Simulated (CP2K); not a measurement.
Ta: band structure with PBE

Crystal: Ta.

```
Ta
1.0
     2.86010    0.00000    0.00000
    -0.95337    2.69653    0.00000
    -0.95337   -1.34826    2.33526
Ta
1
Direct
  0.00000 0.00000 0.00000
```

| Property | Result |
| --- | --- |
| Program | CP2K 2026.2 |
| Task | band structure |
| Functional | PBE |
| Potentials or basis | POTENTIAL_UZH Ta GTH-PBE-q13; TZVP-MOLOPT-PBE-GTH basis |
| Density cutoff | 6123 eV |
| k mesh | 11 × 11 × 11 |
| Occupations | fermi-dirac, width 0.0259 eV |
| Spin | no spin polarisation |
| SCF solver | diagonalisation with k points |
| Quickstep method | GPW |
| EPS_DEFAULT | 1.0E-9 |
| EPS_SCF | 1.0E-6 |
| MAX_SCF | 100 |
| SCF_GUESS | ATOMIC |
| k points reduced by the point group | yes |
| Mesh centred on Gamma | yes |
| CHOLESKY | OFF |
| EPS_EIGVAL | 1.0E-7 |
| MIXING METHOD | BROYDEN_MIXING |
| MIXING ALPHA | 0.4 |
| NBUFFER | 8 |
| NGRIDS | 5 |
| Basis sets | Ta TZVP-MOLOPT-PBE-GTH-q13 |
| Potentials | Ta GTH-PBE-q13 of POTENTIAL_UZH |
| ADDED_MOS | [11] |
| Points a segment of the path (NPOINTS) | 8 |
| Bands added on the path | 2 |
| REL_CUTOFF (Ry) | 60 Ry |
| MIXING BETA (1/bohr) | 1.5 1/bohr |
| CUTOFF of the grids | 450 Ry |

```yaml
Pressure: 1.2 GPa
Band_gap_on_the_k_mesh: none (metal or under the smearing width)
```

Levels at the corners of the path, in eV from the Fermi level:
```tsv
point	band 2	band 3	band 4	band 5	band 6	band 7	band 8	band 9	band 10	band 11
Γ	-33.13	-33.13	-33.13	-7.87	0.78	0.78	0.78	4.07	4.07	16.29
H	-33.95	-33.95	-33.95	-3.77	-3.77	6.90	6.90	6.90	8.54	8.54
N	-34.31	-33.51	-33.13	-4.35	-1.51	1.58	3.96	4.99	7.87	11.82
Γ	-33.13	-33.13	-33.13	-7.87	0.78	0.78	0.78	4.07	4.07	16.29
P	-33.72	-33.72	-33.72	-1.20	-1.20	-1.20	5.16	5.16	7.02	12.98
H	-33.95	-33.95	-33.95	-3.77	-3.77	6.90	6.90	6.90	8.54	8.54
P	-33.72	-33.72	-33.72	-1.20	-1.20	-1.20	5.16	5.16	7.02	12.98
N	-34.31	-33.51	-33.13	-4.35	-1.51	1.58	3.96	4.99	7.87	11.82
```

Wall time 63 s on 2 threads of Arm Neoverse V1, with other jobs on the host, peak memory 0.29 GiB.

Caveat: spin-orbit coupling is left out, which moves the levels of the heavy elements; the basis of atomic orbitals isn't converged, which shifts pressures, moduli and gaps.
